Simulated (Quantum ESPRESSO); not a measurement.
**RbBr in Quantum ESPRESSO: the effect of functional**

The system is RbBr.

```
Rb Br
1.0
     0.00000    3.42700    3.42700
     3.42700    0.00000    3.42700
     3.42700    3.42700    0.00000
Rb Br
1 1
Direct
  0.00000 0.00000 0.00000
  0.50000 0.50000 0.50000
```

Alike in all runs:

* Program: Quantum ESPRESSO 7.5
* Task: dielectric tensor
* k mesh: 6 × 6 × 6, shifted
* Occupations: fermi-dirac, width 0.05 eV
* Spin: no spin polarisation

```tsv
functional	potentials or basis	cutoff	pressure (GPa)	dielectric constant (mean)
LDA	PseudoDojo 0.4.1 SR LDA standard	599 eV	?	?
PBE	PseudoDojo 0.4.1 SR PBE standard	626 eV	1.0	2.55
PBEsol	PseudoDojo 0.4.1 SR PBEsol standard	626 eV	-0.1	2.58
WC	PseudoDojo 0.4.1 SR PBE standard	626 eV	0.1	2.58
BLYP	PseudoDojo 0.4.1 SR PBE standard	626 eV	1.9	2.54
AM05	PseudoDojo 0.4.1 SR PBE standard	626 eV	0.7	2.54
```

What does the run with functional LDA give?

Pressure -1.3 GPa; dielectric constant 2.62 mean.

Caveats: the potentials were made for another functional, which shifts forces and pressure (some runs).
